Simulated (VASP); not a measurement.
# ZnS (P6_3mc) in VASP: a series of runs

The runs below take ZnS through single point, with r2SCAN.

Everything below comes from runs of VASP 6.6.1. Logs are shortened: lines on timing, memory, paths and dates and some standing lists are left out, and cuts for length are marked.

**The experiment to reproduce.**

A printed reference work, monograph reports, for a bulk crystal of ZnS at 4 K: band gap 3.911 eV (direct).

The results are compared with them further down.

## (1) The cell of the first run

The structure is hexagonal, space group P6_3mc (No. 186). The conventional cell has a = 3.782 Å, b = 3.782 Å, c = 6.206 Å, α = 90.00°, β = 90.00°, γ = 120.00°. Zn (site symmetry 3m) has 4 S at 2.32 Å within 3.1 Å. Within 3.1 Å of S (site symmetry 3m) lie 4 Zn at 2.32 Å.

## (2) Single point, r2SCAN

Input file POSCAR:

```
ZnS
1.0
    3.7815874941      0.0000000029      0.0000000000
   -1.8907937495      3.2749508350      0.0000000000
    0.0000000000      0.0000000000      6.2058267400
Zn S
2 2
Direct
    0.3333333333      0.6666666667      0.0053942600
    0.6666666667      0.3333333333      0.5053942600
    0.3333333333      0.6666666667      0.3796057400
    0.6666666667      0.3333333333      0.8796057400
```

Input file INCAR.step1:

```
SYSTEM = ZnS
PREC = Accurate ; ENCUT = 520
ISMEAR = -1 ; SIGMA = 0.02
LREAL = .False. ; LASPH = .True.
NELM = 100 ; NBANDS = 26
GGA = PE ; ALGO = Normal
EDIFF = 1E-4 ; LWAVE = .True.
LCHARG = .False.
```

Input file INCAR.step2:

```
SYSTEM = ZnS
PREC = Accurate ; ENCUT = 520
EDIFF = 1E-7 ; ISMEAR = -1
SIGMA = 0.02 ; LREAL = .False.
LASPH = .True. ; NELM = 100
ALGO = Normal ; ISIF = 2
LWAVE = .False. ; LCHARG = .False.
METAGGA = R2SCAN ; LMIXTAU = .True.
NBANDS = 26 ; ISTART = 1
```

Input file KPOINTS:

```
regular mesh
0
Gamma
  12 12 6
  0 0 0
```

Potentials or basis: VASP PAW PBE potentials, release 64 (Zn, S).

Started as:

```bash
cat potpaw_PBE.64/Zn/POTCAR potpaw_PBE.64/S/POTCAR > POTCAR
cp INCAR.step1 INCAR
mpirun -np 1 vasp_std > vasp.out
cp INCAR.step2 INCAR
mpirun -np 1 vasp_std > vasp.out
```

OUTCAR:

```text
SYSTEM = ZnS
   PREC = Accurate
   ENCUT = 520
   EDIFF = 1E-7
   ISMEAR = -1
   LREAL = .False.
   LASPH = .True.
   NELM = 100
   ISIF = 2
   METAGGA = R2SCAN
   ISTART = 1

 ion  position               nearest neighbor table
   1  0.333  0.667  0.005-   4 2.32   4 2.32   4 2.32   3 2.32
   2  0.667  0.333  0.505-   3 2.32   3 2.32   3 2.32   4 2.32
   3  0.333  0.667  0.380-   2 2.32   2 2.32   2 2.32   1 2.32
   4  0.667  0.333  0.880-   1 2.32   1 2.32   1 2.32   2 2.32

  LATTYP: Found a hexagonal cell.
 ALAT       =     3.7815874941
 C/A-ratio  =     1.6410639050

  Lattice vectors:

 A1 = (   3.7815874941,   0.0000000029,   0.0000000000)
 A2 = (  -1.8907937495,   3.2749508350,   0.0000000000)
 A3 = (   0.0000000000,   0.0000000000,   6.2058267400)

Analysis of symmetry for initial positions (statically):
=====================================================================
 Subroutine PRICEL returns:
 Original cell was already a primitive cell.

 Routine SETGRP: Setting up the symmetry group for a
 hexagonal supercell.

 Subroutine GETGRP returns: Found 12 space group operations
 (whereof  6 operations were pure point group operations)
 out of a pool of 24 trial point group operations.

The static configuration has the point symmetry C_3v.
 The point group associated with its full space group is C_6v.

Analysis of symmetry for dynamics (positions and initial velocities):
=====================================================================
 Subroutine PRICEL returns:
 Original cell was already a primitive cell.

 Routine SETGRP: Setting up the symmetry group for a
 hexagonal supercell.

 Subroutine GETGRP returns: Found 12 space group operations
 (whereof  6 operations were pure point group operations)
 out of a pool of 24 trial point group operations.

The dynamic configuration has the point symmetry C_3v.
 The point group associated with its full space group is C_6v.

 Subroutine INISYM returns: Found 12 space group operations
 (whereof  6 operations are pure point group operations),
 and found     1 'primitive' translations

----------------------------------------------------------------------------------------

                                     Primitive cell

[... 89 lines left out ...]
   LNONCOLLINEAR =      F non collinear calculations
   LSORBIT =      F    spin-orbit coupling
   LASPH  =      T    aspherical Exc in radial PAW
   ENCUT  =  520.0 eV  38.22 Ry    6.18 a.u.   7.03  7.03 11.54*2*pi/ulx,y,z
   NELM   =    100;   NELMIN=  2; NELMDL=  0     # of ELM steps
   EDIFF  = 0.1E-06   stopping-criterion for ELM
   LREAL  =      F    real-space projection
   EDIFFG = 0.1E-05   stopping-criterion for IOM
   NSW    =      0    number of steps for IOM
   IBRION =     -1    ionic relax: 0-MD 1-quasi-New 2-CG
   NFREE  =      0    steps in history (QN), initial steepest desc. (CG)
   ISIF   =      2    stress and relaxation
   ISYM   =      2    0-nonsym 1-usesym 2-fastsym
   POTIM  = 0.5000    time-step for ionic-motion
   TEBEG  =    0.0;   TEEND  =   0.0 temperature during run
   PSTRESS=    0.0 pullay stress
   NELECT =      36.0000    total number of electrons
   NUPDOWN=      -1.0000    fix difference up-down
   EMIN   =  10.00;   EMAX   =-10.00  energy-range for DOS
   EFERMI =   0.00;   METHOD = LEGACY
   ISMEAR =    -1;   SIGMA  =   0.02  broadening in eV -4-tet -1-fermi 0-gaus
   EFERMI_NEDOS =   21; number of points for ismear=-14 and -15
   IALGO  =     38    algorithm
   IMIX   =      4    mixing-type and parameters
     AMIX     =   0.40;   BMIX     =  1.00
     AMIX_MAG =   1.60;   BMIX_MAG =  1.00
  volume/ion in A,a.u.               =      19.21       129.66
  Fermi-wavevector in a.u.,A,eV,Ry     =   1.271402  2.402601 21.993306  1.616462
  Thomas-Fermi vector in A             =   2.404337
   LORBIT       =      0    0 simple, 1 ext, 2 COOP (PROOUT), +10 PAW based schemes
   METAGGA = R2SCAN    functional components
   LHFCALC =     F    Hartree Fock is set to
   AEXX    =    0.0000 exact exchange contribution
   IVDW    =     0    specifies the selected vdW correction
   LEPSILON=     F    determine dielectric tensor
   LRPA    =     F    only Hartree local field effects (RPA)
 non-spin polarized calculation
  energy-cutoff  :      520.00
  volume of cell :       76.86
 maximum number of plane-waves:      2082
   NGX = 15   NGY = 15   NGZ = 23

 number of electron      36.0000003 magnetization

 Free energy of the ion-electron system (eV)
  ---------------------------------------------------
  ext. energy  EPLUGINS =         0.00000000
  ---------------------------------------------------
  free energy    TOTEN  =       -37.71647735 eV

  energy without entropy =      -37.71647735  energy(sigma->0) =      -37.71647735

 E-fermi :   2.4692     XC(G=0): -10.4114

 val. band max:        2.1030584377   @ k =   0.0000   0.0000   0.0000
 cond. band min:       4.9837185387   @ k =   0.0000   0.0000   0.0000
 fundamental gap:      2.8806601010
 Fermi energy:         2.4692405145

 k-point     1 :       0.0000    0.0000    0.0000
  band No.  band energies     occupation
      1     -11.7932      2.00000
      2     -10.7960      2.00000
      3      -4.5131      2.00000
      4      -4.4974      2.00000
      5      -4.4974      2.00000
      6      -4.4027      2.00000
[... 685 lines left out ...]
     25      11.5657      0.00000
     26      12.6747      0.00000

 [... further k-points ...]

------------------------ aborting loop because EDIFF is reached ----------------------------------------

  FORCE on cell =-STRESS in cart. coord.  units (eV):
  Direction    XX          YY          ZZ          XY          YZ          ZX
  --------------------------------------------------------------------------------------
  -------------------------------------------------------------------------------------
  Total        0.7965070      0.7965070      0.7834120      0.0000000     -0.0000000      0.0000000
  in kB       16.6043393     16.6043393     16.3313550      0.0000000     -0.0000000      0.0000000
  external PRESSURE =      16.5133445 kB  Pullay stress =       0.0000000 kB

 VOLUME and BASIS-vectors are now :
 -----------------------------------------------------------------------------
  energy-cutoff  :      520.00
  volume of cell :       76.86
      direct lattice vectors                 reciprocal lattice vectors
     3.781587494  0.000000003  0.000000000     0.264439207  0.152674048  0.000000000
    -1.890793750  3.274950835  0.000000000    -0.000000000  0.305348095  0.000000000
     0.000000000  0.000000000  6.205826740     0.000000000  0.000000000  0.161138885

 POSITION                                       TOTAL-FORCE (eV/Angst)
 -----------------------------------------------------------------------------------
     -0.00000      2.18330      0.03348         0.000000      0.000000      0.000564
      1.89079      1.09165      3.13639        -0.000000     -0.000000      0.000564
     -0.00000      2.18330      2.35577         0.000000      0.000000     -0.000564
      1.89079      1.09165      5.45868        -0.000000      0.000000     -0.000564
 -----------------------------------------------------------------------------------
    total drift:                               -0.000000     -0.000000     -0.014516

  FREE ENERGIE OF THE ION-ELECTRON SYSTEM (eV)
  ---------------------------------------------------
  free  energy   TOTEN  =       -37.7164773501 eV

  energy  without entropy=      -37.7164773501  energy(sigma->0) =      -37.71647735
```

Run time: 11 min. Hardware: 1 thread of AMD EPYC 7R13, shared host; peak memory 0.28 GiB.

Results:

```yaml
Free_energy: -37.7165 eV
Pressure: 1.7 GPa
Band_gap_on_the_k_mesh: 2.88 eV
```

Levels at points of the mesh, in eV from the valence-band top:
| k point | band 15 | band 16 | band 17 | band 18 | band 19 | band 20 | band 21 | band 22 |
| --- | --- | --- | --- | --- | --- | --- | --- | --- |
| (0.00, 0.00, 0.00) | -0.95 | -0.09 | 0.00 | 0.00 | 2.88 | 3.66 | 6.78 | 6.78 |
| (0.50, 0.00, 0.00) | -3.45 | -2.38 | -1.79 | -0.94 | 4.03 | 4.83 | 5.43 | 7.36 |
| (0.00, 0.00, 0.50) | -0.50 | -0.50 | -0.50 | -0.50 | 4.17 | 4.17 | 7.25 | 7.25 |
| (0.50, 0.00, 0.50) | -1.73 | -1.73 | -1.72 | -1.72 | 3.96 | 3.96 | 5.64 | 5.64 |

Caveat: the PAW data sets were made with another functional, which shifts forces and pressure a little. r2SCAN opens gaps a little over a GGA but as a rule still falls short of measured ones.

## (3) Single point, r2SCAN

This run uses another cell than the first one, of 19.61 Å³/atom.

Input file POSCAR:

```
ZnS
1.0
    3.8071395400      0.0000000000      0.0000000000
   -1.9035697700      3.2970795500      0.0000000000
    0.0000000000      0.0000000000      6.2477592700
Zn S
2 2
Direct
    0.3333333300      0.6666666700      0.0053942600
    0.6666666700      0.3333333300      0.5053942600
    0.3333333300      0.6666666700      0.3796057400
    0.6666666700      0.3333333300      0.8796057400
```

Input file INCAR.step1:

```
  ALGO = Normal
  EDIFF = 1E-4
  ENCUT = 520
  GGA = PE
  ISMEAR = -1
  LASPH = T
  LCHARG = F
  LREAL = F
  LWAVE = T
  NBANDS = 26
  NELM = 80
  PREC = Accurate
  SIGMA = 0.02
```

Input file INCAR.step2:

```
  ALGO = Normal
  EDIFF = 1E-6
  ENCUT = 520
  ISIF = 2
  ISMEAR = -1
  ISTART = 1
  LASPH = T
  LCHARG = F
  LMIXTAU = T
  LREAL = F
  LWAVE = F
  METAGGA = R2SCAN
  NBANDS = 26
  NELM = 80
  PREC = Accurate
  SIGMA = 0.02
```

Input file KPOINTS:

```
k-points
0
Gamma
  12 12 6
```

Potentials or basis: VASP PAW PBE potentials, release 64 (Zn, S).

Started as:

```bash
cat potpaw_PBE.64/Zn/POTCAR potpaw_PBE.64/S/POTCAR > POTCAR
cp INCAR.step1 INCAR
mpirun -np 1 vasp_std > vasp.out
cp INCAR.step2 INCAR
mpirun -np 1 vasp_std > vasp.out
```

OUTCAR:

```text
EDIFF = 1E-6
   ENCUT = 520
   ISIF = 2
   ISMEAR = -1
   ISTART = 1
   LASPH = T
   LREAL = F
   METAGGA = R2SCAN
   NELM = 80
   PREC = Accurate

 ion  position               nearest neighbor table
   1  0.333  0.667  0.005-   4 2.33   4 2.33   4 2.33   3 2.34
   2  0.667  0.333  0.505-   3 2.33   3 2.33   3 2.33   4 2.34
   3  0.333  0.667  0.380-   2 2.33   2 2.33   2 2.33   1 2.34
   4  0.667  0.333  0.880-   1 2.33   1 2.33   1 2.33   2 2.34

  LATTYP: Found a hexagonal cell.
 ALAT       =     3.8071395400
 C/A-ratio  =     1.6410639023

  Lattice vectors:

 A1 = (   3.8071395400,   0.0000000000,   0.0000000000)
 A2 = (  -1.9035697700,   3.2970795500,   0.0000000000)
 A3 = (   0.0000000000,   0.0000000000,   6.2477592700)

Analysis of symmetry for initial positions (statically):
=====================================================================
 Subroutine PRICEL returns:
 Original cell was already a primitive cell.

 Routine SETGRP: Setting up the symmetry group for a
 hexagonal supercell.

 Subroutine GETGRP returns: Found 12 space group operations
 (whereof  6 operations were pure point group operations)
 out of a pool of 24 trial point group operations.

The static configuration has the point symmetry C_3v.
 The point group associated with its full space group is C_6v.

Analysis of symmetry for dynamics (positions and initial velocities):
=====================================================================
 Subroutine PRICEL returns:
 Original cell was already a primitive cell.

 Routine SETGRP: Setting up the symmetry group for a
 hexagonal supercell.

 Subroutine GETGRP returns: Found 12 space group operations
 (whereof  6 operations were pure point group operations)
 out of a pool of 24 trial point group operations.

[... 119 lines left out ...]
   EFERMI =   0.00;   METHOD = LEGACY
   ISMEAR =    -1;   SIGMA  =   0.02  broadening in eV -4-tet -1-fermi 0-gaus
   EFERMI_NEDOS =   21; number of points for ismear=-14 and -15
   IALGO  =     38    algorithm
   IMIX   =      4    mixing-type and parameters
     AMIX     =   0.40;   BMIX     =  1.00
     AMIX_MAG =   1.60;   BMIX_MAG =  1.00
  volume/ion in A,a.u.               =      19.61       132.31
  Fermi-wavevector in a.u.,A,eV,Ry     =   1.262869  2.386476 21.699076  1.594837
  Thomas-Fermi vector in A             =   2.396255
   LORBIT       =      0    0 simple, 1 ext, 2 COOP (PROOUT), +10 PAW based schemes
   METAGGA = R2SCAN    functional components
   LHFCALC =     F    Hartree Fock is set to
   AEXX    =    0.0000 exact exchange contribution
   IVDW    =     0    specifies the selected vdW correction
   LEPSILON=     F    determine dielectric tensor
   LRPA    =     F    only Hartree local field effects (RPA)
 non-spin polarized calculation
  energy-cutoff  :      520.00
  volume of cell :       78.42
 maximum number of plane-waves:      2130
   NGX = 15   NGY = 15   NGZ = 23

 number of electron      35.9999993 magnetization

 Free energy of the ion-electron system (eV)
  ---------------------------------------------------
  ext. energy  EPLUGINS =         0.00000000
  ---------------------------------------------------
  free energy    TOTEN  =       -37.72376733 eV

  energy without entropy =      -37.72376733  energy(sigma->0) =      -37.72376733

 E-fermi :   2.2977     XC(G=0): -10.3083

 val. band max:        1.9092614384   @ k =   0.0000   0.0000   0.0000
 cond. band min:       4.6916564374   @ k =   0.0000   0.0000   0.0000
 fundamental gap:      2.7823949990
 Fermi energy:         2.2977006653

 k-point     1 :       0.0000    0.0000    0.0000
  band No.  band energies     occupation
      1     -11.8371      2.00000
      2     -10.8785      2.00000
      3      -4.6223      2.00000
      4      -4.6074      2.00000
      5      -4.6074      2.00000
      6      -4.5163      2.00000
[... 685 lines left out ...]
     25      11.2974      0.00000
     26      12.3988      0.00000

 [... further k-points ...]

------------------------ aborting loop because EDIFF is reached ----------------------------------------

  FORCE on cell =-STRESS in cart. coord.  units (eV):
  Direction    XX          YY          ZZ          XY          YZ          ZX
  --------------------------------------------------------------------------------------
  -------------------------------------------------------------------------------------
  Total        0.0006443      0.0006443     -0.0153143      0.0000000      0.0000000      0.0000000
  in kB        0.0131618      0.0131618     -0.3128627      0.0000000      0.0000000      0.0000000
  external PRESSURE =      -0.0955130 kB  Pullay stress =       0.0000000 kB

 VOLUME and BASIS-vectors are now :
 -----------------------------------------------------------------------------
  energy-cutoff  :      520.00
  volume of cell :       78.42
      direct lattice vectors                 reciprocal lattice vectors
     3.807139540  0.000000000  0.000000000     0.262664394  0.151649359  0.000000000
    -1.903569770  3.297079550  0.000000000     0.000000000  0.303298718  0.000000000
     0.000000000  0.000000000  6.247759270     0.000000000  0.000000000  0.160057383

 POSITION                                       TOTAL-FORCE (eV/Angst)
 -----------------------------------------------------------------------------------
     -0.00000      2.19805      0.03370         0.000000     -0.000000      0.002794
      1.90357      1.09903      3.15758        -0.000000      0.000000      0.002794
     -0.00000      2.19805      2.37169        -0.000000      0.000000     -0.002794
      1.90357      1.09903      5.49556         0.000000     -0.000000     -0.002794
 -----------------------------------------------------------------------------------
    total drift:                               -0.000010      0.000006      0.014783

  FREE ENERGIE OF THE ION-ELECTRON SYSTEM (eV)
  ---------------------------------------------------
  free  energy   TOTEN  =       -37.7237673279 eV

  energy  without entropy=      -37.7237673278  energy(sigma->0) =      -37.72376733
```

OSZICAR.step1:

```text
N       E                     dE             d eps       ncg     rms          rms(c)
DAV:   1     0.243935293480E+03    0.24394E+03   -0.17048E+04  3952   0.167E+03
DAV:   2     0.103316336284E+02   -0.23360E+03   -0.22315E+03  4064   0.350E+02
DAV:   3    -0.139381383345E+02   -0.24270E+02   -0.24026E+02  4722   0.112E+02
DAV:   4    -0.145228210699E+02   -0.58468E+00   -0.58338E+00  4602   0.174E+01
DAV:   5    -0.145317564294E+02   -0.89354E-02   -0.89329E-02  4818   0.214E+00    0.987E+00
DAV:   6    -0.136861223973E+02    0.84563E+00   -0.16359E+00  5942   0.371E+01    0.758E+00
DAV:   7    -0.136819465641E+02    0.41758E-02   -0.12415E+00  4204   0.652E+00    0.345E+00
DAV:   8    -0.136752523996E+02    0.66942E-02   -0.34972E-02  4866   0.177E+00    0.975E-01
DAV:   9    -0.136757076632E+02   -0.45526E-03   -0.92897E-03  5338   0.131E+00    0.230E-01
DAV:  10    -0.136758488063E+02   -0.14114E-03   -0.58844E-04  4510   0.332E-01    0.945E-02
DAV:  11    -0.136760639212E+02   -0.21511E-03   -0.33136E-04  3800   0.121E-01    0.603E-02
DAV:  12    -0.136760630134E+02    0.90779E-06   -0.14790E-05  2212   0.418E-02
   1 F= -.13676063E+02 E0= -.13676063E+02  d E =-.118744E-11
```

Run time: 9.7 min. Hardware: 1 thread of AMD EPYC 7R13, shared host; peak memory 0.28 GiB.

What came out:

- Free energy: -37.7238 eV
- Pressure: 0.0 GPa
- Band gap on the k mesh: 2.78 eV

Forces in eV/Å, atoms in the order of the input:
```
Zn   0.000  0.000  0.003
Zn   0.000  0.000  0.003
S    0.000  0.000 -0.003
S    0.000  0.000 -0.003
```

Caveat: the PAW data sets were made with another functional, which shifts forces and pressure a little.

## (4) How close it comes

Step 3. Measured gap of ZnS: 3.911 eV (direct; 4 K; a printed reference work, monograph). This calculation gives 2.78 eV (-1.13 eV). The value is that of r2SCAN on a finite k mesh, which can miss the band edges, without temperature or zero-point motion.
